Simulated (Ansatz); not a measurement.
The system is NiSb (Breithauptite).

```
Sb Ni
1.0
     3.92800    0.00000    0.00000
    -1.96400    3.40175    0.00000
     0.00000    0.00000    5.12000
Sb Ni
2 2
Direct
  0.66667 0.33333 0.75000
  0.33333 0.66667 0.25000
  0.00000 0.00000 0.50000
  0.00000 0.00000 0.00000
```

* Program: Ansatz 0.2.0
* Task: relaxation of cell and atoms
* Functional: BLYP
* Potentials or basis: Ansatz PAW
* Cutoff: 420 eV (not typed: the program's choice for these potentials)
* k mesh: 6 × 6 × 4
* Occupations: fermi-dirac, width 0.05 eV
* Spin: collinear spin, ferromagnetic start
* Starting moments: [0.0, 0.0, 1.0, 1.0] μB

At the start: volume 17.10 Å³/atom.

Task: Where does the relaxation end?

Result: It ends after 5 steps and the volume is 18.97 Å³/atom (+10.9 %); space group P6_3/mmc (No. 194, to 0.05 Å); moment 0.00 μB per cell.

The path:
| step | energy change (eV) | largest force (eV/Å) | volume (Å³) |
| --- | --- | --- | --- |
| 1 | 0.0000 | 0.0000 | 68.41 |
| 2 | -0.2416 | 0.0000 | 76.43 |
| 3 | -0.2467 | 0.0000 | 75.94 |
| 4 | -0.2472 | 0.0000 | 75.86 |
| 5 | -0.2506 | 0.0000 | 75.86 |

Final structure:
```cif
data_structure
_symmetry_space_group_name_H-M 'P 1'
_symmetry_Int_Tables_number 1
_cell_length_a 4.0436
_cell_length_b 4.0436
_cell_length_c 5.3573
_cell_angle_alpha 90.000
_cell_angle_beta 90.000
_cell_angle_gamma 120.000
_cell_volume 75.86
loop_
_atom_site_label
_atom_site_type_symbol
_atom_site_fract_x
_atom_site_fract_y
_atom_site_fract_z
_atom_site_occupancy
Sb1 Sb 0.66667 0.33333 0.75000 1
Sb2 Sb 0.33333 0.66667 0.25000 1
Ni1 Ni 0.00000 0.00000 0.50000 1
Ni2 Ni 0.00000 0.00000 0.00000 1
```

Caveat: the plane-wave basis is chosen anew once the cell has moved, so the energies of steps on either side of that aren't comparable; the PAW data sets come from PBE, with cores solved anew for the run's functional, which leaves a small shift of forces and pressure; the starting moments weren't kept.
